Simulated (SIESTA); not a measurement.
The system is MgS (Niningerite).

```
S Mg
1.0
     0.00000    2.60165    2.60165
     2.60165    0.00000    2.60165
     2.60165    2.60165    0.00000
S Mg
1 1
Direct
  0.50000 0.50000 0.50000
  0.00000 0.00000 0.00000
```

| Item | Value |
| --- | --- |
| Program | SIESTA 5.4.2 |
| Task | single point |
| Functional | PBEsol |
| Potentials or basis | PseudoDojo 0.4 standard (PBEsol files) |
| Basis | DZP (energy shift 0.003 Ry; two zetas on semicore shells) |
| Grid cutoff | 800 Ry |
| Energy shift | 0.003 Ry |
| k mesh | 9 × 9 × 9 |
| Occupations | fermi-dirac, width 0.05 eV |
| Spin | no spin polarisation |

On this cell: pressure 1.2 GPa; largest force zero by symmetry; band gap on the k mesh 2.78 eV, indirect (least direct gap 3.68 eV).

The same run follows on a disturbed copy (atoms moved at random, drawn with an rms of 0.05 Å):

```xyz
2
Lattice="0.0000 2.6016 2.6016 2.6016 0.0000 2.6016 2.6016 2.6016 0.0000" Properties=species:S:1:pos:R:3 pbc="T T T"
S     2.6362    2.6247    2.6092
Mg   -0.0517    0.0080    0.0170
```

Task: What does the disturbed cell give?

Result: The energy moves by +6.8 meV/atom; pressure 1.5 GPa; largest force 0.312 eV/Å; band gap on the k mesh 2.78 eV, indirect (least direct gap 3.68 eV).

Forces on the atoms (eV/Å):
```
S   -0.306 -0.050  0.031
Mg   0.306  0.050 -0.028
```

Stress tensor (GPa, compression positive):
```
 2.11 -0.02  0.02
-0.02  1.16  0.01
 0.02  0.01  1.14
```

Caveats: an odd mesh through Γ misses points on the zone boundary, where band edges often lie; the basis of atomic orbitals isn't converged, which shifts pressures, moduli and gaps.
